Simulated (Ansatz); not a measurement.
Te:

```
CELL_PARAMETERS angstrom
4.45400 0.00000 0.00000
-2.22700 3.85728 0.00000
0.00000 0.00000 5.92400
ATOMIC_POSITIONS crystal
Te 0.73100 0.73100 0.00000
Te 0.00000 0.26900 0.66667
Te 0.26900 0.00000 0.33333
```

Base run:

- Program: Ansatz 0.2.0
- Functional: HSE06 form with a typed share of exact exchange
- Potentials or basis: Ansatz PAW
- Cutoff: 420 eV (not typed: the program's choice for these potentials)
- k mesh: 4 × 4 × 3
- Occupations: fermi-dirac, width 0.05 eV
- Spin: no spin polarisation

Its results: band gap on the k mesh 0.97 eV, indirect (least direct gap 1.19 eV); pressure 0.9 GPa; largest force 0.037 eV/Å.

Question: The run is repeated on the same cell with these changes: share of exact exchange from 0.1 to 0.5. What comes out?

Answer: Band gap on the k mesh 1.86 eV, indirect (least direct gap 2.09 eV); pressure -1.7 GPa; largest force 0.743 eV/Å.

Caveats: odd divisions of the mesh miss points on the zone boundary, where band edges often lie, so the gap on the mesh can be too wide; spin-orbit coupling is left out, which moves the levels of the heavy elements; the PAW data sets come from PBE, with cores solved anew for the run's functional, which leaves a small shift of forces and pressure; the thresholds are loose for stress.

A k mesh can miss the band edges.
